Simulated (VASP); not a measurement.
# SrTiO3 (Pm-3m) in VASP: further runs

Runs on SrTiO3. Level: PBEsol. Tasks: relaxation of cell and atoms.

Everything below comes from runs of VASP 6.6.1. Logs are shortened: lines on timing, memory, paths and dates and some standing lists are left out, and cuts for length are marked.

**1. The crystal as given**

It takes space group Pm-3m (No. 221, cubic). Conventional cell: a = 3.905 Å, b = 3.905 Å, c = 3.905 Å, α = 90.00°, β = 90.00°, γ = 90.00°. Sr (site symmetry m-3m) is surrounded by 12 O at 2.76 Å. Around Ti (site symmetry m-3m) lie 6 O at 1.95 Å. O (site symmetry 4/mmm) has 2 Ti at 1.95 Å as nearest neighbours.

The cell was built by a generator and needn't be a form met in nature.

**2. Relaxation of cell and atoms, PBEsol**

File INCAR:

```
SYSTEM = SrTiO3
PREC = Accurate
ENCUT = 600
EDIFF = 1E-6
ISMEAR = 0
SIGMA = 0.03
LREAL = .FALSE.
LASPH = .TRUE.
NELM = 80
ALGO = Normal
ISIF = 3
LWAVE = .FALSE.
LCHARG = .FALSE.
GGA = PS
IBRION = 2
NSW = 90
EDIFFG = -0.01
```

File KPOINTS:

```
regular mesh
0
G
  8 8 8
  0 0 0
```

File POSCAR:

```
SrTiO3
1.0
    3.9052800000      0.0000000000      0.0000000000
    0.0000000000      3.9052800000      0.0000000000
    0.0000000000      0.0000000000      3.9052800000
Sr Ti O
1 1 3
Direct
    0.5000000000      0.5000000000      0.5000000000
    0.0000000000      0.0000000000      0.0000000000
    0.5000000000      0.0000000000      0.0000000000
    0.0000000000      0.5000000000      0.0000000000
    0.0000000000      0.0000000000      0.5000000000
```

Potentials or basis: VASP PAW PBE potentials, release 64 (Sr_sv, Ti_sv, O).

Run with:

```
$ cat potpaw_PBE.64/Sr_sv/POTCAR potpaw_PBE.64/Ti_sv/POTCAR potpaw_PBE.64/O/POTCAR > POTCAR
$ mpirun -np 1 vasp_std > vasp.out
```

OUTCAR:

```text
SYSTEM = SrTiO3
   PREC = Accurate
   ENCUT = 600
   EDIFF = 1E-6
   ISMEAR = 0
   LREAL = .FALSE.
   LASPH = .TRUE.
   NELM = 80
   ISIF = 3
   GGA = PS
   IBRION = 2
   NSW = 90
   EDIFFG = -0.01

 ion  position               nearest neighbor table
   1  0.500  0.500  0.500-   3 2.76   4 2.76   5 2.76   3 2.76   4 2.76   3 2.76   5 2.76   3 2.76
                             4 2.76   5 2.76   4 2.76   5 2.76   2 3.38   2 3.38   2 3.38   2 3.38
   2  0.000  0.000  0.000-   3 1.95   4 1.95   5 1.95   5 1.95   4 1.95   3 1.95   1 3.38   1 3.38
                             1 3.38   1 3.38   1 3.38   1 3.38   1 3.38   1 3.38
   3  0.500  0.000  0.000-   2 1.95   2 1.95   1 2.76   1 2.76   1 2.76   1 2.76
   4  0.000  0.500  0.000-   2 1.95   2 1.95   1 2.76   1 2.76   1 2.76   1 2.76
   5  0.000  0.000  0.500-   2 1.95   2 1.95   1 2.76   1 2.76   1 2.76   1 2.76

  LATTYP: Found a simple cubic cell.
 ALAT       =     3.9052800000

  Lattice vectors:

 A1 = (   3.9052800000,   0.0000000000,   0.0000000000)
 A2 = (   0.0000000000,   3.9052800000,   0.0000000000)
 A3 = (   0.0000000000,   0.0000000000,   3.9052800000)

Analysis of symmetry for initial positions (statically):
=====================================================================
 Subroutine PRICEL returns:
 Original cell was already a primitive cell.

 Routine SETGRP: Setting up the symmetry group for a
 simple cubic supercell.

 Subroutine GETGRP returns: Found 48 space group operations
 (whereof 48 operations were pure point group operations)
 out of a pool of 48 trial point group operations.

The static configuration has the point symmetry O_h .

Analysis of symmetry for dynamics (positions and initial velocities):
=====================================================================
 Subroutine PRICEL returns:
 Original cell was already a primitive cell.

 Routine SETGRP: Setting up the symmetry group for a
 simple cubic supercell.

 Subroutine GETGRP returns: Found 48 space group operations
 (whereof 48 operations were pure point group operations)
 out of a pool of 48 trial point group operations.

The dynamic configuration has the point symmetry O_h .

 Subroutine INISYM returns: Found 48 space group operations
 (whereof 48 operations are pure point group operations),
 and found     1 'primitive' translations

----------------------------------------------------------------------------------------

                                     Primitive cell

  volume of cell :      59.5603

[... 106 lines left out ...]
   NUPDOWN=      -1.0000    fix difference up-down
   EMIN   =  10.00;   EMAX   =-10.00  energy-range for DOS
   EFERMI =   0.00;   METHOD = LEGACY
   ISMEAR =     0;   SIGMA  =   0.03  broadening in eV -4-tet -1-fermi 0-gaus
   EFERMI_NEDOS =   21; number of points for ismear=-14 and -15
   IALGO  =     38    algorithm
   IMIX   =      4    mixing-type and parameters
     AMIX     =   0.40;   BMIX     =  1.00
     AMIX_MAG =   1.60;   BMIX_MAG =  1.00
  volume/ion in A,a.u.               =      11.91        80.39
  Fermi-wavevector in a.u.,A,eV,Ry     =   1.433648  2.709203 27.964703  2.055348
  Thomas-Fermi vector in A             =   2.553143
   LORBIT       =      0    0 simple, 1 ext, 2 COOP (PROOUT), +10 PAW based schemes
   GGA     = PS    functional components
   LHFCALC =     F    Hartree Fock is set to
   AEXX    =    0.0000 exact exchange contribution
   IVDW    =     0    specifies the selected vdW correction
   LEPSILON=     F    determine dielectric tensor
   LRPA    =     F    only Hartree local field effects (RPA)
 conjugate gradient relaxation of ions
 non-spin polarized calculation
 Gauss-broadening in eV      SIGMA  =   0.03
  energy-cutoff  :      600.00
  volume of cell :       59.56
 maximum number of plane-waves:      2008
 NGX is ok and might be reduce to    32
   NGX = 15   NGY = 15   NGZ = 15

--------------------------------------- Ionic step        1  -------------------------------------------

 number of electron      39.9999979 magnetization

 Free energy of the ion-electron system (eV)
  ---------------------------------------------------
  ext. energy  EPLUGINS =         0.00000000
  ---------------------------------------------------
  free energy    TOTEN  =       -42.02103690 eV

  energy without entropy =      -42.02103690  energy(sigma->0) =      -42.02103690

------------------------ aborting loop because EDIFF is reached ----------------------------------------

  FORCE on cell =-STRESS in cart. coord.  units (eV):
  Direction    XX          YY          ZZ          XY          YZ          ZX
  --------------------------------------------------------------------------------------
  -------------------------------------------------------------------------------------
  Total       -0.5652723     -0.5652723     -0.5652723      0.0000000     -0.0000000      0.0000000
  in kB      -15.2058877    -15.2058877    -15.2058877      0.0000000     -0.0000000      0.0000000
  external PRESSURE =     -15.2058877 kB  Pullay stress =       0.0000000 kB
[... 65 lines left out ...]
--------------------------------------- Ionic step        3  -------------------------------------------

 number of electron      39.9999982 magnetization

 Free energy of the ion-electron system (eV)
  ---------------------------------------------------
  ext. energy  EPLUGINS =         0.00000000
  ---------------------------------------------------
  free energy    TOTEN  =       -42.02328934 eV

  energy without entropy =      -42.02328934  energy(sigma->0) =      -42.02328934

 E-fermi :   4.2731     XC(G=0): -11.5816

 val. band max:        4.0886735525   @ k =   0.5000   0.5000   0.5000
 cond. band min:       5.9045215546   @ k =   0.0000   0.0000   0.0000
 fundamental gap:      1.8158480021
 Fermi energy:         4.2730660911

 k-point     1 :       0.0000    0.0000    0.0000
  band No.  band energies     occupation
      1     -52.0790      2.00000
      2     -28.5313      2.00000
      3     -28.4467      2.00000
      4     -28.4467      2.00000
      5     -28.4467      2.00000
      6     -13.2996      2.00000
[... 637 lines left out ...]
     23       8.2736      0.00000
     24       9.9450      0.00000

 [... further k-points ...]

------------------------ aborting loop because EDIFF is reached ----------------------------------------

  FORCE on cell =-STRESS in cart. coord.  units (eV):
  Direction    XX          YY          ZZ          XY          YZ          ZX
  --------------------------------------------------------------------------------------
  -------------------------------------------------------------------------------------
  Total       -0.0033623     -0.0033623     -0.0033623      0.0000000      0.0000000     -0.0000000
  in kB       -0.0911817     -0.0911817     -0.0911817      0.0000000      0.0000000     -0.0000000
  external PRESSURE =      -0.0911817 kB  Pullay stress =       0.0000000 kB
[... 20 lines left out ...]
  FREE ENERGIE OF THE ION-ELECTRON SYSTEM (eV)
  ---------------------------------------------------
  free  energy   TOTEN  =       -42.0232893433 eV

  energy  without entropy=      -42.0232893433  energy(sigma->0) =      -42.02328934

 reached required accuracy - stopping structural energy minimisation
```

OSZICAR:

```text
N       E                     dE             d eps       ncg     rms          rms(c)
DAV:   1     0.462835554140E+03    0.46284E+03   -0.23010E+04  1680   0.200E+03
DAV:   2    -0.123670565875E+01   -0.46407E+03   -0.45618E+03  2024   0.516E+02
DAV:   3    -0.492031574762E+02   -0.47966E+02   -0.45562E+02  2088   0.154E+02
[... 30 lines left out ...]
DAV:   4    -0.420230485000E+02   -0.10108E-03   -0.35438E-03  2416   0.316E-01    0.171E-01
DAV:   5    -0.420231305449E+02   -0.82045E-04   -0.33106E-04  2864   0.176E-01    0.134E-01
DAV:   6    -0.420232480807E+02   -0.11754E-03   -0.21284E-04  2272   0.845E-02    0.564E-02
DAV:   7    -0.420232879616E+02   -0.39881E-04   -0.11202E-04  2896   0.593E-02    0.116E-02
DAV:   8    -0.420232896095E+02   -0.16479E-05   -0.49390E-06  1808   0.169E-02    0.352E-03
DAV:   9    -0.420232893433E+02    0.26613E-06   -0.28023E-06  1952   0.112E-02
   3 F= -.42023289E+02 E0= -.42023289E+02  d E =-.225245E-02
```

Run time: 50 s. Hardware: 1 thread of Intel Xeon 6975P-C (Granite Rapids), shared host; peak memory 0.23 GiB.

Results:

| Property | Result |
| --- | --- |
| Free energy | -42.0233 eV |
| Relaxed volume | 11.82 Å³/atom |
| Relaxed cell | a = 3.895 Å, b = 3.895 Å, c = 3.895 Å, α = 90.00°, β = 90.00°, γ = 90.00° |
| Space group after relaxing (to 0.05 Å) | Pm-3m (No. 221) |
| Energy gained by relaxing | 0.5 meV/atom |
| Ionic steps | 3 |
| Pressure after relaxing | 0.0 GPa |
| Band gap on the k mesh | 1.82 eV, indirect (least direct gap 2.17 eV) |

Step by step:
| step | energy change (eV) | largest force (eV/Å) | pressure (GPa) | volume (Å³) |
| --- | --- | --- | --- | --- |
| 1 | 0.0000 | 0.0000 | -1.52 | 59.56 |
| 2 | 0.0001 | 0.0000 | 1.55 | 58.59 |
| 3 | -0.0023 | 0.0000 | -0.01 | 59.08 |

Final structure:
```xyz
5
Lattice="3.8947 0.0000 0.0000 0.0000 3.8947 0.0000 0.0000 0.0000 3.8947" Properties=species:S:1:pos:R:3 pbc="T T T"
Sr    1.9474    1.9474    1.9474
Ti    0.0000    0.0000    0.0000
O     1.9474    0.0000    0.0000
O     0.0000    1.9474    0.0000
O     0.0000    0.0000    1.9474
```

Levels at points of the mesh, in eV from the valence-band top:
| k point | band 18 | band 19 | band 20 | band 21 | band 22 | band 23 |
| --- | --- | --- | --- | --- | --- | --- |
| (0.00, 0.00, 0.00) | -0.35 | -0.35 | -0.35 | 1.82 | 1.82 | 1.82 |
| (0.50, 0.00, 0.00) | -2.06 | -0.74 | -0.74 | 2.00 | 3.82 | 3.82 |
| (0.50, 0.50, 0.00) | -1.60 | -1.60 | -0.10 | 3.83 | 3.83 | 4.28 |
| (0.50, 0.50, 0.50) | 0.00 | 0.00 | 0.00 | 4.52 | 4.52 | 4.52 |

Caveat: the PAW data sets were made with another functional, which shifts forces and pressure a little. A k mesh can miss the band edges.

(Part 1 of 2 ends here.)
